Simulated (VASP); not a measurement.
# ZnO (zincite) (P6_3mc) in VASP: further runs

Runs on ZnO (zincite). Level: PBE. Tasks: relaxation of cell and atoms, relaxation of shape and atoms at fixed volume.

All numbers are computed with VASP 6.6.1; they aren't measurements. Logs are shortened: lines on timing, memory, paths and dates and some standing lists are left out, and cuts for length are marked.

## 1. Starting point

It takes space group P6_3mc (No. 186, hexagonal). The conventional cell has a = 3.286 Å, b = 3.286 Å, c = 5.300 Å, α = 90.00°, β = 90.00°, γ = 120.00°. Zn (site symmetry 3m) has 4 O at 2.00 to 2.01 Å as nearest neighbours. O (site symmetry 3m) has 4 Zn at 2.00 to 2.01 Å as nearest neighbours.

## 2. Relaxation of cell and atoms, PBE

INCAR

```
SYSTEM = ZnO
PREC = Accurate ; ENCUT = 600
EDIFF = 1E-7 ; ISMEAR = 0
SIGMA = 0.03 ; LREAL = .FALSE.
LASPH = .TRUE. ; NELM = 80
ALGO = Normal ; ISIF = 3
LWAVE = .FALSE. ; LCHARG = .FALSE.
GGA = PE ; IBRION = 2
NSW = 90 ; EDIFFG = -0.005
```

KPOINTS

```
regular mesh
0
G
  9 9 5
  0 0 0
```

POSCAR

```
ZnO                                     
1.0
    3.2863600051      0.0000000000     -0.0000000000
   -1.6431800026      2.8460712504      0.0000000000
    0.0000000000      0.0000000000      5.2998172768
  Zn              O             
     2     2
Direct
     0.3333333332999970    0.6666666667000030    0.4998171835816887
     0.6666666667000030    0.3333333332999970    0.9998171835816887
     0.6666666667000030    0.3333333332999970    0.3791928164183123
     0.3333333332999970    0.6666666667000030    0.8791928164183123
```

Potentials or basis: VASP PAW PBE potentials, release 64 (Zn, O).

Run with:

```console
> cat potpaw_PBE.64/Zn/POTCAR potpaw_PBE.64/O/POTCAR > POTCAR
> mpirun -np 1 vasp_std > vasp.out
```

OUTCAR:

```text
SYSTEM = ZnO
   PREC = Accurate
   ENCUT = 600
   EDIFF = 1E-7
   ISMEAR = 0
   LREAL = .FALSE.
   LASPH = .TRUE.
   NELM = 80
   ISIF = 3
   GGA = PE
   IBRION = 2
   NSW = 90
   EDIFFG = -0.005

 ion  position               nearest neighbor table
   1  0.333  0.667  0.500-   3 2.00   3 2.00   3 2.00   4 2.01
   2  0.667  0.333  1.000-   4 2.00   4 2.00   4 2.00   3 2.01
   3  0.667  0.333  0.379-   1 2.00   1 2.00   1 2.00   2 2.01
   4  0.333  0.667  0.879-   2 2.00   2 2.00   2 2.00   1 2.01

  LATTYP: Found a hexagonal cell.
 ALAT       =     3.2863600051
 C/A-ratio  =     1.6126709395

  Lattice vectors:

 A1 = (   3.2863600051,   0.0000000000,   0.0000000000)
 A2 = (  -1.6431800026,   2.8460712504,   0.0000000000)
 A3 = (   0.0000000000,   0.0000000000,   5.2998172768)

Analysis of symmetry for initial positions (statically):
=====================================================================
 Subroutine PRICEL returns:
 Original cell was already a primitive cell.

 Routine SETGRP: Setting up the symmetry group for a
 hexagonal supercell.

 Subroutine GETGRP returns: Found 12 space group operations
 (whereof  6 operations were pure point group operations)
 out of a pool of 24 trial point group operations.

The static configuration has the point symmetry C_3v.
 The point group associated with its full space group is C_6v.

Analysis of symmetry for dynamics (positions and initial velocities):
=====================================================================
 Subroutine PRICEL returns:
 Original cell was already a primitive cell.

 Routine SETGRP: Setting up the symmetry group for a
 hexagonal supercell.

 Subroutine GETGRP returns: Found 12 space group operations
 (whereof  6 operations were pure point group operations)
 out of a pool of 24 trial point group operations.

The dynamic configuration has the point symmetry C_3v.
 The point group associated with its full space group is C_6v.

 Subroutine INISYM returns: Found 12 space group operations
 (whereof  6 operations are pure point group operations),
 and found     1 'primitive' translations

----------------------------------------------------------------------------------------

                                     Primitive cell

  volume of cell :      49.5703
[... 100 lines left out ...]
   ISYM   =      2    0-nonsym 1-usesym 2-fastsym
   POTIM  = 0.5000    time-step for ionic-motion
   TEBEG  =    0.0;   TEEND  =   0.0 temperature during run
   PSTRESS=    0.0 pullay stress
   NELECT =      36.0000    total number of electrons
   NUPDOWN=      -1.0000    fix difference up-down
   EMIN   =  10.00;   EMAX   =-10.00  energy-range for DOS
   EFERMI =   0.00;   METHOD = LEGACY
   ISMEAR =     0;   SIGMA  =   0.03  broadening in eV -4-tet -1-fermi 0-gaus
   EFERMI_NEDOS =   21; number of points for ismear=-14 and -15
   IALGO  =     38    algorithm
   IMIX   =      4    mixing-type and parameters
     AMIX     =   0.40;   BMIX     =  1.00
     AMIX_MAG =   1.60;   BMIX_MAG =  1.00
  volume/ion in A,a.u.               =      12.39        83.63
  Fermi-wavevector in a.u.,A,eV,Ry     =   1.471528  2.780784 29.461965  2.165393
  Thomas-Fermi vector in A             =   2.586653
   LORBIT       =      0    0 simple, 1 ext, 2 COOP (PROOUT), +10 PAW based schemes
   GGA     = PE    functional components
   LHFCALC =     F    Hartree Fock is set to
   AEXX    =    0.0000 exact exchange contribution
   IVDW    =     0    specifies the selected vdW correction
   LEPSILON=     F    determine dielectric tensor
   LRPA    =     F    only Hartree local field effects (RPA)
 conjugate gradient relaxation of ions
 non-spin polarized calculation
 Gauss-broadening in eV      SIGMA  =   0.03
  energy-cutoff  :      600.00
  volume of cell :       49.57
 maximum number of plane-waves:      1689
 NGX is ok and might be reduce to    28
   NGX = 13   NGY = 13   NGZ = 21

--------------------------------------- Ionic step        1  -------------------------------------------

 number of electron      36.0000014 magnetization

 Free energy of the ion-electron system (eV)
  ---------------------------------------------------
  ext. energy  EPLUGINS =         0.00000000
  ---------------------------------------------------
  free energy    TOTEN  =       -17.86562941 eV

  energy without entropy =      -17.86562941  energy(sigma->0) =      -17.86562941

------------------------ aborting loop because EDIFF is reached ----------------------------------------

  FORCE on cell =-STRESS in cart. coord.  units (eV):
  Direction    XX          YY          ZZ          XY          YZ          ZX
  --------------------------------------------------------------------------------------
  -------------------------------------------------------------------------------------
  Total        0.0099752      0.0099752      0.0251718     -0.0000000     -0.0000000      0.0000000
  in kB        0.3224121      0.3224121      0.8135837     -0.0000000     -0.0000000      0.0000000
  external PRESSURE =       0.4861360 kB  Pullay stress =       0.0000000 kB
[... 63 lines left out ...]
--------------------------------------- Ionic step        3  -------------------------------------------

 number of electron      36.0000014 magnetization

 Free energy of the ion-electron system (eV)
  ---------------------------------------------------
  ext. energy  EPLUGINS =         0.00000000
  ---------------------------------------------------
  free energy    TOTEN  =       -17.86563045 eV

  energy without entropy =      -17.86563045  energy(sigma->0) =      -17.86563045

 E-fermi :   0.9994     XC(G=0): -10.6956

 val. band max:        0.8447122387   @ k =   0.0000   0.0000   0.0000
 cond. band min:       1.5659928918   @ k =   0.0000   0.0000   0.0000
 fundamental gap:      0.7212806531
 Fermi energy:         0.9994311832

 k-point     1 :       0.0000    0.0000    0.0000
  band No.  band energies     occupation
      1     -16.9299      2.00000
      2     -16.2699      2.00000
      3      -4.6677      2.00000
      4      -4.6677      2.00000
      5      -4.6254      2.00000
      6      -4.4922      2.00000
[... 589 lines left out ...]
     21       8.5832      0.00000
     22       8.8892      0.00000

 [... further k-points ...]

------------------------ aborting loop because EDIFF is reached ----------------------------------------

  FORCE on cell =-STRESS in cart. coord.  units (eV):
  Direction    XX          YY          ZZ          XY          YZ          ZX
  --------------------------------------------------------------------------------------
  -------------------------------------------------------------------------------------
  Total       -0.0142992     -0.0142992     -0.0002085      0.0000000      0.0000000      0.0000000
  in kB       -0.4620780     -0.4620780     -0.0067371      0.0000000      0.0000000      0.0000000
  external PRESSURE =      -0.3102977 kB  Pullay stress =       0.0000000 kB
[... 19 lines left out ...]
  FREE ENERGIE OF THE ION-ELECTRON SYSTEM (eV)
  ---------------------------------------------------
  free  energy   TOTEN  =       -17.8656304456 eV

  energy  without entropy=      -17.8656304456  energy(sigma->0) =      -17.86563045

 reached required accuracy - stopping structural energy minimisation
```

OSZICAR:

```text
N       E                     dE             d eps       ncg     rms          rms(c)
DAV:   1     0.304935072104E+03    0.30494E+03   -0.20631E+04  1592   0.258E+03
DAV:   2     0.127924836046E+02   -0.29214E+03   -0.28037E+03  1680   0.466E+02
[... 22 lines left out ...]
   2 F= -.17865628E+02 E0= -.17865628E+02  d E =0.135981E-05
       N       E                     dE             d eps       ncg     rms          rms(c)
DAV:   1    -0.178656793673E+02   -0.51370E-04   -0.96801E-04  1968   0.557E-01    0.528E-02
DAV:   2    -0.178656360812E+02    0.43286E-04   -0.20300E-04  2036   0.283E-01    0.191E-02
DAV:   3    -0.178656318104E+02    0.42708E-05   -0.37054E-06  2252   0.559E-02    0.110E-02
DAV:   4    -0.178656304417E+02    0.13687E-05   -0.30970E-06  2300   0.218E-02    0.174E-03
DAV:   5    -0.178656304456E+02   -0.38963E-08   -0.45808E-07  1582   0.798E-03
   3 F= -.17865630E+02 E0= -.17865630E+02  d E =-.103559E-05
```

Run time: 75 s. Hardware: 1 thread of Intel Xeon Platinum 8375C at 2.90GHz (Ice Lake), shared host; peak memory 0.2 GiB.

What came out:

```
Free energy                            : -17.8656 eV
Relaxed volume                         : 12.39 Å³/atom
Relaxed cell                           : a = 3.287 Å, b = 3.287 Å, c = 5.300 Å, α = 90.00°, β = 90.00°, γ = 120.00°
Space group after relaxing (to 0.05 Å) : P6_3mc (No. 186)
Energy gained by relaxing              : 0.0 meV/atom
Ionic steps                            : 3
Pressure after relaxing                : 0.0 GPa
Band gap on the k mesh                 : 0.72 eV, direct
```

Forces in eV/Å, atoms in the order of the input:
```
Zn   0.000  0.000  0.003
Zn   0.000  0.000  0.003
O    0.000  0.000 -0.003
O    0.000  0.000 -0.003
```

Final structure:
```yaml
crystal:
  lattice:
    - [3.28650, 0.00000, 0.00000]
    - [-1.64325, 2.84619, 0.00000]
    - [0.00000, 0.00000, 5.30039]
  atoms:
    - { symbol: Zn, position: [0.33333, 0.66667, 0.49983] }
    - { symbol: Zn, position: [0.66667, 0.33333, 0.99983] }
    - { symbol: O, position: [0.66667, 0.33333, 0.37918] }
    - { symbol: O, position: [0.33333, 0.66667, 0.87918] }
```

## 3. Relaxation of shape and atoms at fixed volume, PBE (a relaxed cell with its volume scaled by 0.94)

INCAR

```
SYSTEM = ZnO
PREC = Accurate ; ENCUT = 600
EDIFF = 1E-7 ; ISMEAR = 0
SIGMA = 0.03 ; LREAL = .FALSE.
LASPH = .TRUE. ; NELM = 80
ALGO = Fast ; ISIF = 4
LWAVE = .FALSE. ; LCHARG = .FALSE.
GGA = PE ; IBRION = 2
NSW = 40 ; EDIFFG = -0.01
```

KPOINTS is that of step 2.

POSCAR

```
ZnO                                     
1.0
    3.2194104384     -0.0000000000      0.0000000000
   -1.6097052192      2.7880912248      0.0000000000
    0.0000000000     -0.0000000000      5.1921882732
  Zn              O             
     2     2
Direct
     0.3333333332999970    0.6666666667000030    0.4998270072482157
     0.6666666667000030    0.3333333332999970    0.9998270072482157
     0.6666666667000030    0.3333333332999970    0.3791829927517852
     0.3333333332999970    0.6666666667000030    0.8791829927517852
```

Potentials or basis: VASP PAW PBE potentials, release 64 (Zn, O).

Run with:

```console
> cat potpaw_PBE.64/Zn/POTCAR potpaw_PBE.64/O/POTCAR > POTCAR
> mpirun -np 1 vasp_std > vasp.out
```

Wall time 45 s (1 thread of Intel Xeon Platinum 8375C at 2.90GHz (Ice Lake), shared host); peak memory 0.19 GiB.

Results (log left out):

```yaml
Free_energy: -17.7794 eV
Pressure_after_relaxing: 9.2 GPa
Largest_force_after_relaxing: 0.006 eV/Å
Band_gap_on_the_k_mesh: 0.81 eV, direct
```

Forces in eV/Å, atoms in the order of the input:
```
Zn   0.000  0.000  0.006
Zn   0.000  0.000  0.006
O    0.000  0.000 -0.006
O    0.000  0.000 -0.006
```

Final structure:
```
Zn O
1.0
     3.21941    0.00000    0.00000
    -1.60971    2.78809    0.00000
     0.00000    0.00000    5.19219
Zn O
2 2
Direct
  0.33333 0.66667 0.49983
  0.66667 0.33333 0.99983
  0.66667 0.33333 0.37918
  0.33333 0.66667 0.87918
```

Levels at points of the mesh, in eV from the valence-band top:
```csv
k point,band 16,band 17,band 18,band 19,band 20,band 21
"(0.00, 0.00, 0.00)",-0.10,0.00,0.00,0.81,5.30,8.26
```

Caveat: the relaxation stopped at its first step, so nothing moved.
